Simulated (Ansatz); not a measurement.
## Co under changes of volume

One of the cells (10.688 Å³/atom); the others are scaled copies at fixed shape and fractional positions:

```
CELL_PARAMETERS angstrom
2.47056 0.00000 0.00000
-1.23528 2.13957 0.00000
0.00000 0.00000 8.08823
ATOMIC_POSITIONS crystal
Co 0.66667 0.33333 0.75000
Co 0.00000 0.00000 0.50000
Co 0.33333 0.66667 0.25000
Co 0.00000 0.00000 0.00000
```

```yaml
Program: Ansatz 0.2.0
Functional: revPBE
Dispersion: D3(BJ)
Potentials_or_basis: Ansatz PAW
Cutoff: "420 eV (not typed: the program's choice for these potentials)"
k_mesh: 12 × 12 × 4
Occupations: fermi-dirac, width 0.05 eV
Spin: collinear spin, ferromagnetic start
Starting_moments: "[2.0, 2.0, 2.0, 2.0] μB"
```

| volume (Å³/atom) | energy over the lowest point (meV/atom) | pressure (GPa) | moment (μB per cell) |
| --- | --- | --- | --- |
| 10.047 | 15.63 | 11.1 | 6.33 |
| 10.261 | 4.46 | 5.7 | 6.47 |
| 10.475 | 0.00 | 0.8 | 6.57 |
| 10.688 | 1.85 | -3.7 | 6.65 |
| 10.902 | ? | ? | ? |
| 11.116 | 22.17 | -11.3 | 6.77 |
| 11.330 | 39.33 | -14.4 | 6.83 |

Problem. What does the run at 10.902 Å³/atom give?

Solution. Energy over the lowest point 9.47 meV/atom; pressure -7.7 GPa; moment 6.71 μB per cell.

Worked out: A Birch-Murnaghan fit of order 3 (a polynomial in V^(-2/3)) to the other rows has its minimum at 10.51 Å³/atom with B0 = V·E''(V) = 226 GPa and B' = 4.0 at fixed shape and positions, which overstates the stiffness. It gives 9.45 meV/atom at 10.902 Å³/atom, against the run's 9.47, and -dE/dV = -7.6 GPa, against -7.7. A parabola through the other rows of the moment, of slope 0.3 μB per Å³/atom there, gives 6.73 μB, against the run's 6.71.

Energies are extrapolated to zero smearing.

Caveats: pairwise dispersion overbinds metals, which lowers pressure and volume; the PAW data sets come from PBE, with cores solved anew for the run's functional, which leaves a small shift of forces and pressure.
